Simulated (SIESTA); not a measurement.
Wanted: the native input for a SIESTA 5.4.2 run.

* Task: single point
* Functional: PBE
* Potentials or basis: PseudoDojo 0.4 standard (PBE files)
* Basis: DZP (energy shift 0.003 Ry; two zetas on semicore shells)
* Grid cutoff: 800 Ry
* Energy shift: 0.003 Ry
* k mesh: 10 × 10 × 3
* Occupations: fermi-dirac, width 0.05 eV
* Spin: no spin polarisation

The system is Mg.

```
CELL_PARAMETERS angstrom
3.17683 0.00000 0.00000
-1.58841 2.75121 0.00000
0.00000 0.00000 10.31886
ATOMIC_POSITIONS crystal
Mg 0.66667 0.33333 0.75000
Mg 0.00000 0.00000 0.50000
Mg 0.33333 0.66667 0.25000
Mg 0.00000 0.00000 0.00000
```

One way to write it, as run:

Mg.fdf

```
SystemName                      Mg
SystemLabel                     Mg
NumberOfSpecies                 1
NumberOfAtoms                   4
%block ChemicalSpeciesLabel
  1  12 Mg
%endblock ChemicalSpeciesLabel

LatticeConstant                 1.0 Ang
%block LatticeVectors
     3.1768261656     0.0000000000     0.0000000000
    -1.5884130828     2.7512121628     0.0000000000
     0.0000000000     0.0000000000    10.3188620100
%endblock LatticeVectors
AtomicCoordinatesFormat         Fractional
%block AtomicCoordinatesAndAtomicSpecies
     0.6666666667     0.3333333333     0.7500000000  1  Mg
     0.0000000000     0.0000000000     0.5000000000  1  Mg
     0.3333333333     0.6666666667     0.2500000000  1  Mg
     0.0000000000     0.0000000000     0.0000000000  1  Mg
%endblock AtomicCoordinatesAndAtomicSpecies

%block kgrid.MonkhorstPack
   10   0   0  0.0
    0  10   0  0.0
    0   0   3  0.0
%endblock kgrid.MonkhorstPack
XC.Functional                   GGA
XC.Authors                      PBE
PAO.BasisSize                   DZP
PAO.EnergyShift                 0.003 Ry
Mesh.Cutoff                     800 Ry
OccupationFunction              FD
ElectronicTemperature           0.05 eV
MaxSCFIterations                120
SCF.MustConverge                false
SCF.Mixer.Method                Pulay
SCF.Mixer.Weight                0.25
SCF.Mixer.History               8
SCF.DM.Tolerance                5.0e-05
SCF.H.Tolerance                 1.0e-03 eV
WriteForces                     true
Charge.Mulliken                 end
Charge.Hirshfeld                end
Charge.Voronoi                  end
SaveRho                         true
SaveElectrostaticPotential      true
%block PAO.Basis
  Mg 4
  n=2 0 2
    2.604 0.000
  n=3 0 2
    8.245 0.000
  n=2 1 2
    2.943 0.000
  n=3 1 1
    8.245
%endblock PAO.Basis
```

Potentials or basis: PseudoDojo 0.4 standard (PBE files), DZP (energy shift 0.003 Ry; two zetas on semicore shells).

Run with:

```sh
$ siesta Mg.fdf > Mg.out 2>&1
```

Results of the run:

The pressure is 2.6 GPa. The band gap on the k mesh is none (metal or under the smearing width).

Caveat: the basis of atomic orbitals isn't converged, which shifts pressures, moduli and gaps.

Run time: 29 s on 1 thread of Intel(R) Xeon(R) 6975P-C (Granite Rapids), on a shared host, peak memory 0.36 GiB.
